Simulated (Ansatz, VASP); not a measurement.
# TiAl: VASP beside Ansatz

INCAR

```
SYSTEM = TiAl
PREC = Accurate
ENCUT = 520
EDIFF = 1E-6
ISMEAR = 0
SIGMA = 0.05
LREAL = .FALSE.
LASPH = .TRUE.
NELM = 60
ALGO = Normal
ISIF = 2
LWAVE = .FALSE.
LCHARG = .FALSE.
GGA = PE
NBANDS = 14
```

File KPOINTS:

```
Automatic mesh
0
G
  14 14 14
  0 0 0
```

POSCAR

```
TiAl
1.0
    3.0180000000      0.0000000000      0.0000000000
    0.0000000000      3.0180000000      0.0000000000
    0.0000000000      0.0000000000      3.0180000000
Ti Al
1 1
Direct
    0.5000000000      0.5000000000      0.5000000000
    0.0000000000      0.0000000000      0.0000000000
```

Input for Ansatz:

```yaml
crystal:
  lattice:
    - [3.018, 0.0, 0.0]
    - [0.0, 3.018, 0.0]
    - [0.0, 0.0, 3.018]
  atoms:
    - { symbol: Ti, position: [0.5, 0.5, 0.5] }
    - { symbol: Al, position: [0.0, 0.0, 0.0] }
basis:
  ecutwfc: 420
kpoints:
  mp_grid: { grid: [14, 14, 14] }
hamiltonian:
  xc: pbe
scf:
  occupations: { method: gaussian, width: 0.05 }
output:
  forces: true
  eigenvalues: true
  eigenstates:
    nscf_kmesh: { grid: [34, 34, 34] }
    top_band: c6
    de_dk: true
    localisation: true
  stress: true
checkpoint:
  write: ck
  compress: false
  write_wavefunctions: false
  write_every: 100000
```

Alike in both runs: task single point; functional PBE; k mesh 14 × 14 × 14; occupations gaussian, width 0.05 eV; no spin polarisation.

|  | VASP | Ansatz |
| --- | --- | --- |
| version | VASP 6.6.1 | Ansatz 0.2.0 |
| potentials or method | VASP PAW PBE potentials, release 64 (Ti_sv, Al) | scalar-relativistic, plane waves, PAW |
| plane-wave cutoff (eV) | 520 | 420 |
| valence electrons in the cell | 15 | 15 |

VASP gave:

* pressure (GPa): 24.8

**Question.** What did Ansatz give for the same quantities?

**Answer.** Pressure (GPa): 25.0.

The functional is the same, so the differences come from potentials, cutoffs and numerics.

Caveats: so large a pressure means that the cell lies far from this level's equilibrium, or that cutoff or potentials fall short (VASP).
